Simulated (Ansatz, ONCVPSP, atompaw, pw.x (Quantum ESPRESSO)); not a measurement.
# Which Zr potential is closest to all-electron in the bcc crystal?

All use PBEsol, scalar-relativistic, no spin, cutoffs from each file’s atomic test, pw.x 7.5; 13³ k-points, Fermi–Dirac smearing 0.01 Ry. Δ is the rms difference from all-electron LAPW of the E(V) curves that follow from fits to the pressures, over ±6 % in volume. Mesh and smearing are coarse and serve the comparison alone. The files are a selection: those with a ghost or negative overlap were mostly not run, and those with noisy or unconverged pressures or nearly equal Δ are left out.

All-electron: a0 = 3.529 Å (V0 = 21.97 Å³/atom), B0 = 92.2 GPa.

(1) Rank them by Δ, smallest first.
A. PAW, atompaw 4.2.0.5, PBEsol; core [Ar] 3d10, reference 4s2 4p6 4d2 5s2 5p0; waves: 4s (bound): rc 1.60 bohr; 5s (bound): rc 2.35 bohr; 4p (bound): rc 1.80 bohr; 5p (bound, empty): rc 2.35 bohr; 4d (bound): rc 1.80 bohr; 4d channel at 0.25 Ry: rc 1.80 bohr; local part: bessel scheme, radius 2.05 bohr; core correction: smooth core density matched at 1.40 bohr; augmentation: sinc compensation charge, radius 1.95 bohr; PAW radius 2.35 bohr; waves and projectors: custom rrkj vanderbiltortho.
B. optimised norm-conserving Vanderbilt (ONCV), ONCVPSP 4.0.1.1 (patched build), PBEsol; core [Ar] 3d10, reference 4s2 4p6 4d2; waves: 4s: rc 2.05 bohr, ncon 4, nbas 7, qcut 7.5 1/bohr, 3 projectors, debl 2.4 Ha; 4p: rc 1.65 bohr, ncon 4, nbas 7, qcut 7.5 1/bohr, 2 projectors, debl 0.7 Ha; 4d: rc 2.15 bohr, ncon 4, nbas 9, qcut 6.6 1/bohr, 2 projectors, debl 1.6 Ha; local part: polynomial inside 1.15 bohr (lpopt 5, dvloc0 2 Ha); core correction: Teter function fitted to the true core (icmod 2), fcfact 0.7. In the s channel the program set the typed energies aside and used -2.533, 0.050, 2.450 Ha. In the p channel the program set the typed energies aside and used -1.723, 0.250 Ha.
C. optimised norm-conserving Vanderbilt (ONCV), ONCVPSP 4.0.1.1 (patched build), PBEsol; core [Ar] 3d10 4s2, reference 4p6 4d2 5s2; waves: 5s: rc 3.05 bohr, ncon 5, nbas 10, qcut 2.4 1/bohr, 1 projector; 4p: rc 2.10 bohr, ncon 3, nbas 7, qcut 7.2 1/bohr, 2 projectors, debl 0.3 Ha; 4d: rc 2.80 bohr, ncon 4, nbas 8, qcut 6.4 1/bohr, 1 projector; local part: polynomial inside 2.05 bohr (lpopt 5, dvloc0 4 Ha); core correction: Teter function, fcfact 4.5, rcfact 1.55. In the p channel the program set the typed energies aside and used -1.192, 0.250 Ha.

Answers

(1) B (0.1 meV/atom), A (3.1 meV/atom), C (7.2 meV/atom).
